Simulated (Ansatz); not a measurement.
# Al13Cu8: the cost of one run

Program: Ansatz 0.2.0. Level of theory: DFT r2SCAN, scalar-relativistic, plane waves, PAW. These are calculated values, not measurements.

1 further run of the same task is left out (set aside as unsound or not needed). Runs told in other sessions of the task aren't counted.

### Step 1. The system as given

The structure is cubic, space group Fm-3m (No. 225). The conventional cell has a = 5.734 Å, b = 5.734 Å, c = 5.734 Å, α = 90.00°, β = 90.00°, γ = 90.00°. Al (site symmetry -43m) is surrounded by 4 Cu at 2.48 Å. Around Cu (site symmetry m-3m) lie 8 Al at 2.48 Å.

Structure file:

```cif
data_structure
_symmetry_space_group_name_H-M 'Fm-3m'
_symmetry_Int_Tables_number 225
_cell_length_a 5.7341
_cell_length_b 5.7341
_cell_length_c 5.7341
_cell_angle_alpha 90.000
_cell_angle_beta 90.000
_cell_angle_gamma 90.000
_cell_volume 188.54
loop_
_atom_site_label
_atom_site_type_symbol
_atom_site_symmetry_multiplicity
_atom_site_Wyckoff_symbol
_atom_site_fract_x
_atom_site_fract_y
_atom_site_fract_z
_atom_site_occupancy
Al1 Al 8 c 0.25000 0.25000 0.25000 1
Cu1 Cu 4 b 0.00000 0.00000 0.50000 1
```

It goes back to an entry of the Materials Project, which need not be the stable form.

This cell was relaxed beforehand with the same method: volume 15.71 Å³/atom, gap on the mesh none (metal).

Reference energy of this cell: -7712.6917 eV (3 atoms, 14×14×14 mesh, zero smearing).

### Step 2. Next cell: 3 of 16 Al atoms taken out at random

From a supercell with 16 Al sites, 3 are emptied at random; the cell stays neutral and all atoms are shaken by 0.02 Å.

The cell holds 13 Al, 8 Cu: a = 8.109 Å, b = 8.109 Å, c = 8.109 Å, α = 90.00°, β = 120.00°, γ = 120.00°.

### Step 3. Relaxing on a coarse mesh

Cell and atoms move without symmetry, on a coarse mesh with loose thresholds.

Contents of input.yaml:

```yaml
crystal:
  lattice:
    - [4.0547150332, -4.0547150332, 5.733975029]
    - [-4.0547150332, -4.0547150332, -5.733975029]
    - [4.0547150332, 4.0547150332, -5.733975029]
  atoms:
    - { symbol: Al, position: [0.7501595757, 0.1255794403, 0.8756401313] }
    - { symbol: Al, position: [0.7502404438, 0.1213103686, 0.3745501445] }
    - { symbol: Al, position: [0.2510307112, 0.1264397666, 0.8749249997] }
    - { symbol: Al, position: [0.2438955415, 0.1198850482, 0.3763029617] }
    - { symbol: Al, position: [0.7438575237, 0.6237105213, 0.8694239312] }
    - { symbol: Al, position: [0.2490398282, 0.6198224633, 0.8774333379] }
    - { symbol: Al, position: [0.2498455846, 0.3763487545, 0.1225195252] }
    - { symbol: Al, position: [0.2532880341, 0.3742405629, 0.6244358952] }
    - { symbol: Al, position: [0.7490333594, 0.3723830331, 0.1232852552] }
    - { symbol: Al, position: [0.7496102505, 0.3721030235, 0.628916688] }
    - { symbol: Al, position: [0.251206551, 0.8719818771, 0.6294185633] }
    - { symbol: Al, position: [0.7539853002, 0.8748436561, 0.1285954576] }
    - { symbol: Al, position: [0.7485660639, 0.8726732073, 0.6214628998] }
    - { symbol: Cu, position: [0.9998618639, 0.2539861762, 0.7494287652] }
    - { symbol: Cu, position: [0.9959331211, 0.2481041944, 0.2503623706] }
    - { symbol: Cu, position: [0.5058494231, 0.2548184093, 0.7533501815] }
    - { symbol: Cu, position: [0.4994419665, 0.2443730392, 0.2501006021] }
    - { symbol: Cu, position: [0.9992465886, 0.7497250051, 0.7539726028] }
    - { symbol: Cu, position: [0.99791264, 0.7477104086, 0.2501177065] }
    - { symbol: Cu, position: [0.5004621854, 0.7495358881, 0.7544942002] }
    - { symbol: Cu, position: [0.4997439452, 0.7511688611, 0.2520093863] }
  symmetry: { detect: false }
basis:
  ecutwfc: 500
kpoints:
  mp_grid: { grid: [2, 2, 2], shift: [0.5, 0.5, 0.5] }
hamiltonian:
  xc: r2scan
scf:
  occupations: { method: gaussian, width: 0.1 }
  lower_state_search: "off"
output:
  forces: true
  stress: true
  eigenvalues: true
relax:
  adjacent_minimum: "off"
  f_tol: 0.04
  max_steps: 50
  cell: { stress_tol: 0.3 }
```

The run is started by

```sh
$ ansatz run input.yaml --threads 4 --pin off --max-ram 9216MiB --backend cpu --events-out ev --progress --plain --runs-dir out
```

**Question.** How long does this run take on 4 threads of AMD EPYC 7R43 (Zen 3), shared host, and how much memory does it need?

About 3.3 min, with a peak of 2 GiB.
